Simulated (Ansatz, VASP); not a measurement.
# Cross-check of LiCl between VASP and Ansatz, part 2 of 2

Aim: how closely do two programs agree when they are given the same cell, functional and k mesh? The cell is taken from a series of VASP runs on this material, whose earlier steps may have relaxed, scaled or displaced it; both programs get it as it stands.

VASP 6.6.1 and Ansatz 0.2.0.

So far. Step 4 (Comparison): The walks stopped with 0.04 GPa left in Ansatz and 0.02 GPa in VASP; each walk ends within a tolerance, so the volume difference is uncertain by about these residues over the bulk modulus, most in soft cells.

## 5. VASP: band structure, r2SCAN-EpsX with an exact-exchange share of 0.329

Level of this step: r2SCAN-EpsX, exact-exchange share 1/3.036; plane waves and PAW (Cl, Li_sv) (VASP).

Levels along a path test the potential and the projectors away from the mesh points. The cell compared in this pair holds 34.01 Å³, against 30.50 Å³ for the pair before.

The run reads the wave functions of an earlier VASP run, which isn't shown here.

The input, INCAR:

```
SYSTEM = LiCl
PREC = Accurate
ENCUT = 580
EDIFF = 1E-06
NELM = 100
ISMEAR = 0
SIGMA = 0.03
LREAL = .FALSE.
ALGO = Normal
LHFCALC = .TRUE.
AEXX = 0.329
METAGGA = R2SCAN
LASPH = .TRUE.
NBANDS = 11
PRECFOCK = Fast
HFRCUT = -1
LORBIT = 11
LWAVE = .FALSE.
LCHARG = .FALSE.
KPAR = 4
```

The input, POSCAR:

```
LiCl
1.0
    0.0000000000      2.5715000000      2.5715000000
    2.5715000000      0.0000000000      2.5715000000
    2.5715000000      2.5715000000      0.0000000000
Cl Li
1 1
Direct
    0.5000000000      0.5000000000      0.5000000000
    0.0000000000      0.0000000000      0.0000000000
```

The input, KPOINTS:

```
Automatic mesh
0
Gamma
5 5 5
0 0 0
```

The input, KPOINTS_OPT:

```
Line mode
10
Line-mode
Reciprocal
  0.00000000   0.00000000   0.00000000 GAMMA
  0.50000000   0.00000000   0.50000000 X

  0.50000000   0.00000000   0.50000000 X
  0.50000000   0.25000000   0.75000000 W

  0.50000000   0.25000000   0.75000000 W
  0.37500000   0.37500000   0.75000000 K

  0.37500000   0.37500000   0.75000000 K
  0.00000000   0.00000000   0.00000000 GAMMA

  0.00000000   0.00000000   0.00000000 GAMMA
  0.50000000   0.50000000   0.50000000 L

  0.50000000   0.50000000   0.50000000 L
  0.62500000   0.25000000   0.62500000 U

  0.62500000   0.25000000   0.62500000 U
  0.50000000   0.25000000   0.75000000 W

  0.50000000   0.25000000   0.75000000 W
  0.50000000   0.50000000   0.50000000 L

  0.50000000   0.50000000   0.50000000 L
  0.37500000   0.37500000   0.75000000 K

  0.62500000   0.25000000   0.62500000 U
  0.50000000   0.00000000   0.50000000 X
```

PAW data sets: Cl and Li_sv (PBE family, release 64).

Launch:

```
mpirun -np 4 vasp_std
```

Numbers of over 12 decimals in the logs are rounded to 6 here.

Log:

```text
[banner, memory and clock lines left out]
running    4 mpi-ranks, on    1 nodes
[...]
|                                                                             |
|               ----> ADVICE to this user running VASP <----                  |
|                                                                             |
|     You enforced a specific xc type in the INCAR file but a different       |
|     [... a line on the potential file left out ...]
|     I HOPE YOU KNOW WHAT YOU ARE DOING!                                     |
|                                                                             |

 LDA part: xc-table for (None), standard interpolation
 found WAVECAR, reading the header
 POSCAR, INCAR and KPOINTS ok, starting setup
[...]
HFRCUT set to (new)   10.049327
 reading WAVECAR
 the WAVECAR file was read successfully
 initial charge from wavefunction
 entering main loop
       N       E                     dE             d eps       ncg     rms          rms(c)
[...]
DAV:  16    -0.129173701554E+02    0.15491E-05   -0.86223E-09   125   0.967E-04    0.734E-04
DAV:  17    -0.129173692650E+02    0.89043E-06   -0.40791E-09   125   0.652E-04
   1 F= -.12917369E+02 E0= -.12917369E+02  d E =-.425862E-24
 Start KPOINTS_OPT (optional k-point list driver)
k-point batch [1-10\100]
       N       E                     dE             ncg
DAV:   1    -0.846474344991E+03   -0.27425E+04      220
DAV:   2    -0.141340477269E+04   -0.56693E+03      269
DAV:   3    -0.146253324575E+04   -0.49128E+02      297
DAV:   4    -0.146357538293E+04   -0.10421E+01      304
DAV:   5    -0.146359298013E+04   -0.17597E-01      313
DAV:   6    -0.146359314160E+04   -0.16147E-03      307
DAV:   7    -0.146359314301E+04   -0.14071E-05      315
DAV:   8    -0.146359314302E+04   -0.10689E-07      229
[...]
k-point batch [91-100\100]
       N       E                     dE             ncg
DAV:   1    -0.101793533936E+04   -0.54449E+04      220
DAV:   2    -0.147434842616E+04   -0.45641E+03      259
DAV:   3    -0.150942825290E+04   -0.35080E+02      304
DAV:   4    -0.151015857287E+04   -0.73032E+00      316
DAV:   5    -0.151016572420E+04   -0.71513E-02      326
DAV:   6    -0.151016577305E+04   -0.48841E-04      282
DAV:   7    -0.151016577342E+04   -0.37116E-06      306
```

Parts of OUTCAR (step 5):

```text
 POSITION                                       TOTAL-FORCE (eV/Angst)
 -----------------------------------------------------------------------------------
      2.57150      2.57150      2.57150         0.000000      0.000000      0.000000
      0.00000      0.00000      0.00000         0.000000      0.000000      0.000000
 -----------------------------------------------------------------------------------
    total drift:                                0.000000      0.000000     -0.000000

  FREE ENERGIE OF THE ION-ELECTRON SYSTEM (eV)
  ---------------------------------------------------
  free  energy   TOTEN  =       -12.9173692650 eV

  energy  without entropy=      -12.9173692650  energy(sigma->0) =      -12.91736927

[... 3 further parts left out ...]
[key lines of the parts left out:]
E-fermi :  -1.2525
```

## 6. Ansatz: band structure, r2SCAN-EpsX with an exact-exchange share of 0.329

The same cell, functional, mesh and smearing now go to Ansatz, which takes its cutoff from its data sets.

The cell is taken from a series of VASP runs on this material, whose earlier steps may have relaxed, scaled or displaced it; both programs get it as it stands.

The input, input.yaml:

```yaml
crystal:
  lattice:
    - [0.0, 2.5715, 2.5715]
    - [2.5715, 0.0, 2.5715]
    - [2.5715, 2.5715, 0.0]
  atoms:
    - { symbol: Cl, position: [0.5, 0.5, 0.5] }
    - { symbol: Li, position: [0.0, 0.0, 0.0] }
hamiltonian:
  xc: { exchange: r2scan, correlation: r2scan, exx: { coeff: 0.329 } }
  pseudopotentials: { kind: paw }
kpoints:
  mp_grid: { grid: [5, 5, 5] }
  band_path:
    path:
      - [0.0, 0.0, 0.0]
      - [0.5, 0.0, 0.5]
      - [0.5, 0.22222, 0.72222]
      - [0.40278, 0.34722, 0.75]
      - [0.125, 0.125, 0.25]
      - [0.08333, 0.08333, 0.16667]
      - [0.27778, 0.27778, 0.27778]
      - [0.55556, 0.38889, 0.55556]
      - [0.58333, 0.25, 0.66667]
      - [0.5, 0.30556, 0.69444]
      - [0.48611, 0.48611, 0.52778]
      - [0.625, 0.25, 0.625]
      - [0.5, 0.0, 0.5]
    npoints: 1
scf:
  occupations: { method: gaussian, width: 0.03 }
  n_extra_bands: 7
output:
  forces: true
  stress: true
  eigenvalues: true
```

Launch:

```
ansatz run input.yaml --threads 4 --pin off --max-ram 9216MiB --backend cpu --events-out ev --progress --plain --runs-dir out
```

Log:

```text
[...]
--- Band table (eV; the first three rows and the last of 10) ---
  k-point 0: bands = [... 1 lower, -15.7080, -0.3373, -0.3373, -0.3373, 9.1535, 14.8746, 14.8746, 14.8746, ... 3 higher]
  k-point 1: bands = [... 1 lower, -15.5021, -1.5999, -0.4469, -0.4469, 10.0258, 13.8134, 14.2561, 14.2561, ... 3 higher]
  k-point 2: bands = [... 1 lower, -15.1329, -3.2431, -0.6099, -0.6099, 9.6803, 12.7219, 12.7219, 15.7363, ... 3 higher]
  k-point 9: bands = [... 1 lower, -14.8691, -2.9208, -2.2434, -1.2996, 12.2116, 12.6407, 12.7557, 14.9700, ... 3 higher]
[key lines of the parts left out:]
Free energy (F): -1292.586019 eV
Fermi energy:    4.408155 eV
P = ⅓ Tr σ = -1.1127 GPa (-11.127 kbar)
```

Wall time 22 s (4 threads of Arm Neoverse V1, shared host); peak memory 0.71 GiB.

## 7. Differences

What differs besides the data sets and the points named for the pairs above, as far as they apply: exact exchange at q = 0 is treated differently, which shows on coarse meshes; VASP keeps PBE cores, Ansatz makes them for the functional; the cutoff is 500 eV in Ansatz and 580 eV in VASP; VASP takes a coarser grid for exact exchange (PRECFOCK = Fast). Total energies have different zeros and are not compared.

The two programs side by side:

```
                     quantity  Ansatz   VASP  difference
gap over the path points (eV)   9.490  9.523      -0.032
```

Levels at points of the path, from each program's valence-band top (eV; 3 filled, then empty):

```
k (reciprocal lattice)                               Ansatz                                 VASP
     0.000 0.000 0.000      0.00 0.00 0.00 9.49 15.21 15.21      0.00 0.00 0.00 9.52 15.29 15.29
     0.500 0.000 0.500  -3.21 -1.23 -1.23 11.07 11.30 16.17  -3.21 -1.23 -1.23 11.15 11.32 16.18
     0.500 0.222 0.722  -2.51 -2.17 -1.19 12.67 13.34 13.87  -2.51 -2.17 -1.18 12.76 13.37 13.92
     0.403 0.347 0.750  -2.73 -1.99 -0.96 11.39 13.23 14.90  -2.73 -1.99 -0.96 11.43 13.29 14.93
     0.125 0.125 0.250  -1.14 -0.43 -0.02 10.61 13.73 14.67  -1.14 -0.43 -0.02 10.63 13.78 14.74
     0.083 0.083 0.167   -0.60 -0.19 0.00 10.09 14.27 15.12   -0.59 -0.19 0.00 10.12 14.33 15.20
     0.278 0.278 0.278  -2.01 -0.18 -0.18 10.38 13.85 13.85  -2.01 -0.18 -0.18 10.39 13.91 13.91
     0.556 0.389 0.556  -2.97 -1.08 -0.49 10.86 12.77 13.54  -2.96 -1.07 -0.49 10.87 12.83 13.60
     0.583 0.250 0.667  -2.70 -2.01 -1.00 11.54 13.24 14.80  -2.70 -2.01 -1.00 11.59 13.30 14.83
     0.500 0.306 0.694  -2.50 -2.15 -1.02 12.70 12.72 14.18  -2.49 -2.15 -1.02 12.72 12.80 14.22
```

Among the levels compared at these points, filled levels agree within 11 meV and empty ones within 86 meV.

## 8. What came out

```
difference in volume (relaxation of cell and atoms, LDA)                                                   : 0.16 %
difference in gap over the path points (band structure, r2SCAN-EpsX with an exact-exchange share of 0.329) : -0.032 eV
```

In words: The difference in gap over the path points is -0.032 eV (band structure, r2SCAN-EpsX with an exact-exchange share of 0.329), within the 0.08 eV picked in this series as the mark of a large difference. Such differences can come from data sets, numerical settings and the points named under the comparisons, not from the functional's error against experiment.

[Lines on the potential files, build, host, timing and source positions are cut from VASP's logs without a mark.]

[Logs are printed without paths, hosts, clocks, repeated set-up lines and the standing remarks that a program may print on its own settings, such as how far it seeks lower states.]

[Hosts, paths, dates, database ids (printed as entryN), source tags and the programs' standing remarks are cut or masked in the printed files.]
